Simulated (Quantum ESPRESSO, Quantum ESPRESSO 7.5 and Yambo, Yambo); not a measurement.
# SiC (F-43m): G0W0 on several meshes in Yambo

Wanted: mesh dependence and cost of G0W0 for SiC (F-43m).

Program: Quantum ESPRESSO 7.5 and Yambo 5.3.0. Level of theory: PBE and many-body steps on it, plane waves. Results are calculated unless marked as measured.

## Step 1: The starting structure

The structure is cubic, space group F-43m (No. 216). The conventional cell has a = 4.358 Å, b = 4.358 Å, c = 4.358 Å, α = 90.00°, β = 90.00°, γ = 90.00°. Si has 4 C at 1.89 Å nearest. C has 4 Si at 1.89 Å nearest. Farther neighbours are not listed.

The cell and positions come from the Crystallography Open Database and are kept as given unless a step says otherwise.

## Step 2: Empty states on the mesh, 6×6×6 mesh, 136 bands

This step: Quantum ESPRESSO 7.5; DFT, PBE, plane waves, norm-conserving pseudopotentials.

The sums over transitions need many empty states on a uniform mesh; this step solves for them.

Input file pw.in:

```
&control
  calculation = 'nscf'
  prefix = 'x'
  outdir = 'o'
  pseudo_dir = 'pseudo'
/
&system
  ibrav = 0
  nat = 2
  ntyp = 2
  ecutwfc = 74.0
  nbnd = 136
  force_symmorphic = .true.
/
&electrons
  conv_thr = 1e-9
  electron_maxstep = 80
  diago_full_acc = .true.
  diago_thr_init = 5e-6
/
ATOMIC_SPECIES
  Si 28.085 Si.upf
  C 12.011 C.upf
CELL_PARAMETERS angstrom
  -0.0000000000 2.1790000000 2.1790000000
  2.1790000000 0.0000000000 2.1790000000
  2.1790000000 2.1790000000 -0.0000000000
ATOMIC_POSITIONS crystal
  Si 0.0000000000 0.0000000000 0.0000000000
  C 0.2500000000 0.2500000000 0.2500000000
K_POINTS automatic
  6 6 6 0 0 0
```

Launch:

```
OMP_NUM_THREADS=1 mpirun -n 8 pw.x -nk 4 -in pw.in > pw.out
```

What it wrote:

```text
Program PWSCF v.7.5 starts

     This program is part of the open-source Quantum ESPRESSO suite
     for quantum simulation of materials; please cite
         "P. Giannozzi et al., J. Phys.:Condens. Matter 21 395502 (2009);
         "P. Giannozzi et al., J. Phys.:Condens. Matter 29 465901 (2017);
         "P. Giannozzi et al., J. Chem. Phys. 152 154105 (2020);
     in publications or presentations arising from this work. More details at

     Atomic positions and unit cell read from directory:
     o/x.save/

     Message from routine setup:
[...]
k = 0.2357 0.2357-0.2357 (  1501 PWs)   bands (ev):

[...]
[... 5 further rows ...]
   176.9764 176.9764 180.6063 181.0532 181.0532 182.6460 182.9719 182.9719
   184.4603 184.4603 184.6601 184.6976 185.2549 185.2549 187.6674 188.4802

          k =-0.3536-0.3536 0.3536 (  1502 PWs)   bands (ev):

     [... further k-points ...]

     highest occupied, lowest unoccupied level (ev):     9.4961   10.8574

     XML data file, pseudopotentials, collected wavefunctions

=------------------------------------------------------------------------------=
   JOB DONE.
=------------------------------------------------------------------------------=
```

The job ended after 3 s (8 MPI ranks of Intel Xeon 6975P-C (Granite Rapids), shared host; peak memory 0.45 GiB).

This step gave:

```
gap                                                           : 1.361 eV
k of the valence top                                          : 0, 0, 0
k of the conduction bottom                                    : 0, -0.5, -0.5
least direct gap                                              : 4.553 eV
k points computed                                             : 16
lowest point of the top converged band, above the valence top : 174.4647 eV
```

On this mesh the gap is 1.361 eV.

The density comes from a self-consistent run that is not shown.

## Step 3: Conversion and set-up

This step: Yambo 5.3.0; conversion and set-up on PBE, plane waves, norm-conserving pseudopotentials.

The states are converted to the many-body program's format and the q mesh is built.

Launch:

```
(cd o/x.save; p2y > p2y.log; mv SAVE ../..); yambo > setup.log
```

What it wrote:

```text
 Yambo, version 5.3.0

 [02] CORE Variables Setup
 =========================

  [02.01] Unit cells
  ==================

  Cell kind             :  FCC
  Atoms in the cell     :  Si  C
  number of Si atoms    :  1
  number of C  atoms    :  1

  List of atomic masses
  Mass of Si    :  28.08500
  Mass of C     :  12.01100

  List of atomic coordinates    : [cc]
  Si1       :  0.000000  0.000000  0.000000  order 1
  C1       :  2.058857  2.058857  2.058857  order 2

  Alat factors          :  4.117713  4.117713  4.117713 [a.u.]
  Direct lattice volume :  139.6363 [a.u.]
[...]
Q [ 1]         [rlu]:  0.000000  0.000000  0.000000
 Q [ 2]         [rlu]:  0.16734E-16  0.16734E-16  0.16667
 Q [ 3]         [rlu]:  0.33468E-16  0.33468E-16  0.33333
[...]
Q [ 8]         [rlu]: -0.19076E-16  0.16667     -0.33333
 Q [ 9]         [rlu]: -0.57120E-17  0.16667     -0.16667
 Q [10]         [rlu]: -0.31459E-17  0.33333      0.33333
     [... 4 further rows ...]
 Q [15]         [rlu]:  0.166667  0.333333 -0.333333
 Q [16]         [rlu]:  0.166667 -0.500000 -0.333333

  [03.01] X indexes
  =================

   [03.01.01] Sigma indexes
   ========================

 [06] Game Over & Game summary
```

Elapsed: 2.4 s, on 1 MPI rank; peak memory 0.24 GiB.

## Step 4: 6×6×6

G0W0 replaces the xc potential by the self-energy, built once from these orbitals. Only a window of levels is corrected, while the sums run over the empty bands that the input names.

This step: G0W0 on PBE, plane waves, norm-conserving pseudopotentials.

Input file gw2.in:

```
HF_and_locXC
gw0
dyson
ppa
em1d
rim_cut
RandQpts= 1000000
RandGvec= 1 RL
EXXRLvcs= 74 Ry
VXCRLvcs= 296 Ry
Chimod= "HARTREE"
% BndsRnXp
 1 | 58 |
%
NGsBlkXp= 10.5 Ry
% LongDrXp
 1 | 1 | 1 |
%
% GbndRnge
 1 | 58 |
%
DysSolver= "n"
ExtendOut
PPAPntXp= 27.21138 eV
% QPkrange
 1 | 1 | 3 | 6 |
 13 | 13 | 3 | 6 |
%
```

Launch:

```
OMP_NUM_THREADS=1 mpirun -n 8 yambo -F gw2.in -J gw2 -C gw2 > gw2.log
```

What it wrote:

```text
 Yambo, version 5.3.0

 [02] CORE Variables Setup
 =========================

  [... cell, symmetries and grids as in the set-up ...]

  [02.05] Energies & Occupations
  ==============================

  [X] === General ===
  [X] Electronic Temperature                        :  0.000000  0.000000 [eV K]
  [X] Bosonic    Temperature                        :  0.000000  0.000000 [eV K]
  [X] Finite Temperature mode                       : no
  [X] El. density                                   :  0.38662E+24 [cm-3]
  [X] Fermi Level                                   :  9.496070 [eV]

  [X] === Gaps and Widths ===
  [X] Conduction Band Min                           :  1.361356 [eV]
  [X] Valence Band Max                              :  0.000000 [eV]
  [X] Filled Bands                                  :   4
  [X] Empty Bands                                   :    5  136
  [X] Direct Gap                                    :  4.552961 [eV]
  [X] Direct Gap localized at k                     :  13
  [X] Indirect Gap                                  :  1.361356 [eV]
  [X] Indirect Gap between kpts                     :   1  13
  [X] Last valence band width                       :  4.386317 [eV]
  [X] 1st conduction band width                     :  5.670360 [eV]

 [03] Transferred momenta grid and indexing
 ==========================================

 IBZ Q-points                                      :  16
 BZ  Q-points                                      :  216

 K/Q-points units:
 rlu = crystal or reduced units; cc = cartesian coordinates; iku = interal k-units

 Q [ 1]         [rlu]:  0.000000  0.000000  0.000000
 Q [ 2]         [rlu]:  0.16734E-16  0.16734E-16  0.16667
 Q [ 3]         [rlu]:  0.33468E-16  0.33468E-16  0.33333
 Q [ 4]         [rlu]:  0.17304E-16  0.17304E-16 -0.50000
 Q [ 5]         [rlu]: -0.19763E-16  0.16667      0.16667
 Q [ 6]         [rlu]:  0.28560E-17  0.16667      0.33333
 Q [ 7]         [rlu]: -0.47957E-17  0.16667      0.50000
 Q [ 8]         [rlu]: -0.19076E-16  0.16667     -0.33333
 Q [ 9]         [rlu]: -0.57120E-17  0.16667     -0.16667
 Q [10]         [rlu]: -0.31459E-17  0.33333      0.33333
     [... 4 further rows ...]
 Q [15]         [rlu]:  0.166667  0.333333 -0.333333
 Q [16]         [rlu]:  0.166667 -0.500000 -0.333333

 [04] Coloumb potential Random Integration (RIM)
 ===============================================

  [04.01] RIM initialization
  ==========================

  * Diagonal components only detected *

  8 x (sBL volume)        :  0.065793 [a.u.]
  sBZ random points       :  1000000
  Points outside the sBZ  :   7968281
  RL volume               :  1.776402 [a.u.]
  Integrated volume       :  1.783474 [a.u.]

  [04.02] RIM integrals
  =====================

  Gamma point sphere radius             :  0.073228 [a.u.]
  Points outside the sphere             :   800476
  [Int_sBZ(q=0) 1/q^2]*(Vol_sBZ)^(-1/3) =:  7.776341
                                 should be <:  7.795600

  Summary of Coulomb integrals for non-metallic bands |Q|[au] RIM/Bare

  Q [1] 0.100000E-4 0.997530 * Q [2] 0.220244 1.068480
  Q [5] 0.254315 1.068537 * Q [9] 0.359656 1.030488
  Q [6] 0.421734 1.023143 * Q [3] 0.440487 1.020326
  Q [10] 0.508631 1.017560 * Q [8] 0.554267 1.014854
  Q [14] 0.568666 1.014341 * Q [7] 0.622943 1.012352
  Q [11] 0.660731 1.011710 * Q [4] 0.660731 1.011454
  Q [12] 0.719312 1.010544 * Q [15] 0.752275 1.009943
  Q [13] 0.762946 1.009481 * Q [16] 0.804216 1.008827

 [WARNING] [Xp] User bands 1-58 break level degeneracy

 [05] Dipoles
 ============

  [05.01] Setup: observables and procedures
  =========================================

 [06] Dynamic Dielectric Matrix (PPA)
 ====================================

 [SLK-Inversion]  Pools        :  2
 [SLK-Inversion]  BLACS grid   :  2  2

 [WR./gw2//ndb.pp]---------------------------------------------------------------
  Brillouin Zone Q/K grids (IBZ/BZ)                :   16  216   16  216
  RL vectors                                       :  2085 [WF]
  Coulomb cutoff potential                         : none
  Electronic Temperature                           :  0.000000 [K]
  Bosonic    Temperature                           :  0.000000 [K]
  PPA    diel. fun.  energies                      : Perdew, Burke & Ernzerhof(X)+Perdew, Burke & Ernzerhof(C)
  wavefunctions                                    : Perdew, Burke & Ernzerhof(X)+Perdew, Burke & Ernzerhof(C)
  Global Gauge                                     : length
  X matrix size                                    :   89
  X band range                                     :    1   58
  X e/h energy range                               : -1.000000 -1.000000 [eV]
  X Time ordering                                  : R
  X Hxc Kernel                                     : HARTREE
  X Drude frequency                                :  0.000000  0.000000
  X poles                                          :  100.0000 [o/o]
  RL vectors in the sum                            :  2085
  [r,Vnl] included                                 : yes
  Field direction                                  :  0.577350E-5  0.577350E-5  0.577350E-5
  BZ energy Double Grid                            : no
  BZ energy DbGd points                            : 0
  BZ Q point size factor                           : -1.000000
  X Optical Averaged directions                    : none

 [07] Local Exchange-Correlation + Non-Local Fock
 ================================================

 [VXC] Plane waves :  12039
 [EXS] Plane waves :  1471

 QP @ state[ 1 ] K range:  1  1
 QP @ state[ 1 ] b range:   3   6
 QP @ state[ 2 ] K range:  13  13
 QP @ state[ 2 ] b range:   3   6

 [xc] Functional : Perdew, Burke & Ernzerhof(X)+Perdew, Burke & Ernzerhof(C)
 [xc] LIBXC used to calculate xc functional
  PP Number of Atomic Species                      :  2
  NLCC RL compoments                               :  12039
  PP Number of Atomic Species                      :  2
  NLCC RL compoments                               :  12039

 [xc] E_xc :  -3.047449 [Ha]
      E_xc :  -6.094897 [Ry]

  Local XC kind (lXC) : Perdew, Burke & Ernzerhof(X)+Perdew, Burke & Ernzerhof(C)
  Non-Local XC kind (nlXC) : Hartree-Fock

  Corrections @ K [1] :  [eV]
 <3|nlXC|3> = -17.50940  0.14119E-17 <3|lXC|3> = -14.92963  0.000000
 <4|nlXC|4> = -17.50935 -0.68576E-18 <4|lXC|4> = -14.92963  0.75527E-15
 <5|nlXC|5> = -7.587559 -0.44225E-17 <5|lXC|5> = -13.21316  0.000000
 <6|nlXC|6> = -5.869221  0.74095E-18 <6|lXC|6> = -11.32674  0.000000

  Corrections @ K [13] :  [eV]
 <3|nlXC|3> = -17.38868  0.22759E-18 <3|lXC|3> = -13.56722  0.000000
 <4|nlXC|4> = -17.38867  0.23671E-17 <4|lXC|4> = -13.56722  0.000000
 <5|nlXC|5> = -6.436576  0.24051E-17 <5|lXC|5> = -10.50524  0.23602E-16
 <6|nlXC|6> = -6.009783 -0.24854E-17 <6|lXC|6> = -10.76975  0.000000

 [08] Dyson equation: Newton solver
 ==================================

  [08.01] G0W0 (W PPA)
  ====================

  [  GW  ] Bands range     :    1   58
  [GW/PPA] G damping       :  0.100000 [eV]

  QP @ state[ 1 ] K range:  1  1
  QP @ state[ 1 ] b range:   3   6
  QP @ state[ 2 ] K range:  13  13
  QP @ state[ 2 ] b range:   3   6

   Sc/G bands                                       :    1   58
   Sc/G damping                                     :  0.100000 ev
   Sc bands terminator                              : no
   Sx RL components                                 :  1471

   QP @ state[ 1 ] K range                          :  1  1
   QP @ state[ 1 ] b range                          :   3   6
   QP @ state[ 2 ] K range                          :  13  13
   QP @ state[ 2 ] b range                          :   3   6
   GF energies kind                                 : Perdew, Burke & Ernzerhof(X)+Perdew, Burke & Ernzerhof(C)
   GF WF`s kind                                     : Perdew, Burke & Ernzerhof(X)+Perdew, Burke & Ernzerhof(C)
   Xs energies kind                                 : Perdew, Burke & Ernzerhof(X)+Perdew, Burke & Ernzerhof(C)
   Xs WF`s kind                                     : Perdew, Burke & Ernzerhof(X)+Perdew, Burke & Ernzerhof(C)

 [11] Game Over & Game summary
```

The job ended after 20 s (8 MPI ranks; peak memory 2.5 GiB).

Numbers from this step:

| Property | Result |
| --- | --- |
| G0W0 gap on the points computed | 2.005 eV |
| starting gap on the mesh | 1.361 eV |
| k of the valence top | 0, 0, 0 |
| k of the conduction bottom | 0, -0.5, -0.5 |
| least direct G0W0 gap on the computed points | 5.553 eV |
| Z at the valence top | 0.7978 |
| Z at the conduction bottom | 0.8235 |

The gap on the mesh goes from 1.36 eV to 2.01 eV, a correction of +0.64 eV.

## Step 5: Empty states on the mesh, 4×4×4 mesh, 58 bands

This step: Quantum ESPRESSO 7.5; DFT, PBE, plane waves, norm-conserving pseudopotentials.

Edit pw.in of step 2 so:

```diff
@@ -11,3 +11,3 @@
   ecutwfc = 74.0
-  nbnd = 136
+  nbnd = 58
   force_symmorphic = .true.
@@ -31,2 +31,2 @@
 K_POINTS automatic
-  6 6 6 0 0 0
+  4 4 4 0 0 0
```

Launch:

```
OMP_NUM_THREADS=1 mpirun -n 8 pw.x -nk 4 -in pw.in > pw.out
```

What it wrote:

```text
[banner, memory and clock lines left out]
Program PWSCF v.7.5 starts

     Atomic positions and unit cell read from directory:
     o/x.save/

     Message from routine setup:
     using ibrav=0 with symmetry is DISCOURAGED, use correct ibrav instead

     bravais-lattice index     =            0
     lattice parameter (alat)  =       5.8233  a.u.
     unit-cell volume          =     139.6363 (a.u.)^3
     number of atoms/cell      =            2
     number of atomic types    =            2
     number of electrons       =         8.00
[...]
91.9895  93.4729

          k = 0.1768 0.1768-0.1768 (  1489 PWs)   bands (ev):

[...]
101.2330 104.3999

          k =-0.3536-0.3536 0.3536 (  1502 PWs)   bands (ev):

[...]
83.7103  84.4806  84.4806  90.2903  90.2903  92.1546  92.1546  92.5440
    93.9115  93.9115  95.2012  99.0371  99.0371 102.7316 102.7940 102.7940
   105.1376 106.6707

          k = 0.3536 0.0000 0.0000 (  1491 PWs)   bands (ev):

     [... further k-points ...]

     highest occupied, lowest unoccupied level (ev):     9.4961   10.8574

     XML data file, pseudopotentials, collected wavefunctions
```

Run time: 1.4 s. Hardware: 8 MPI ranks; peak memory 0.05 GiB.

This step gave:

* gap: 1.361 eV
* k of the valence top: 0, 0, 0
* k of the conduction bottom: 0, -0.5, -0.5
* least direct gap: 4.553 eV
* k points computed: 8
* lowest point of the top converged band, above the valence top: 83.9769 eV

On this mesh the gap is 1.361 eV.

(Part 1 of 2 ends here.)

[Paths, hosts, dates, memory and timing lines, banners, echoed tables and standing remarks are left out of the program output.]

[Logs are printed without paths, hosts, clocks, repeated set-up lines and the standing remarks that a program may print on its own settings, such as how far it seeks lower states.]

[Runs of the session that timed out or met a known fault of the program may be left out.]

[Hosts, paths, dates, database ids (printed as entryN), source tags and the programs' standing remarks are cut or masked in the printed files.]
